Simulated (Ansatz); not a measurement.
# Ta: the cost of one run

Program: Ansatz 0.2.0. Level of theory: DFT PBE+D3(BJ), plane waves, PAW, scalar-relativistic, no spin polarisation. These are calculated values, not measurements.

## Step 1: Starting point

The cell holds 17 atoms (Ta17): a = 6.620 Å, b = 6.620 Å, c = 15.965 Å, α = 90.00°, β = 90.00°, γ = 90.00°.

The coordinates stand in the first input below.

## Step 2: Preparing the start

input.yaml

```yaml
accuracy: low
crystal:
  lattice:
    - [6.62, 0.0, 0.0]
    - [0.0, 6.62, 0.0]
    - [0.0, 0.0, 15.965]
  atoms:
    - { symbol: Ta, position: [0.25, 0.25, 0.062637] }
    - { symbol: Ta, position: [0.75, 0.25, 0.062637] }
    - { symbol: Ta, position: [0.25, 0.75, 0.062637] }
    - { symbol: Ta, position: [0.75, 0.75, 0.062637] }
    - { symbol: Ta, position: [0.0, 0.0, 0.1663013] }
    - { symbol: Ta, position: [0.5, 0.0, 0.1663013] }
    - { symbol: Ta, position: [0.0, 0.5, 0.1663013] }
    - { symbol: Ta, position: [0.5, 0.5, 0.1663013] }
    - { symbol: Ta, position: [0.25, 0.25, 0.2699655] }
    - { symbol: Ta, position: [0.75, 0.25, 0.2699655] }
    - { symbol: Ta, position: [0.25, 0.75, 0.2699655] }
    - { symbol: Ta, position: [0.75, 0.75, 0.2699655] }
    - { symbol: Ta, position: [0.0, 0.0, 0.3736298] }
    - { symbol: Ta, position: [0.5, 0.0, 0.3736298] }
    - { symbol: Ta, position: [0.0, 0.5, 0.3736298] }
    - { symbol: Ta, position: [0.5, 0.5, 0.3736298] }
    - { symbol: Ta, position: [0.2565155, 0.0057401, 0.5665518] }
basis:
  ecutwfc: 420.0
kpoints:
  mp_grid: { grid: [2, 2, 1] }
hamiltonian:
  xc: pbe
  dispersion: d3bj
scf:
  occupations: { method: fermi_dirac, width: 0.05 }
  lower_state_search: "off"
relax:
  f_tol: 0.08
  max_steps: 25
  adjacent_minimum: "off"
  constraints: [{ sites: [0, 1, 2, 3] }]
```

Started as:

```
$ ansatz run input.yaml --threads 2 --pin off --max-ram 5120MiB --backend cpu --events-out ev --progress --plain --runs-dir out
```

What time and memory should one allow on 2 threads of Arm Neoverse V2, shared host?

About 3.1 min, with a peak of 1.3 GiB.
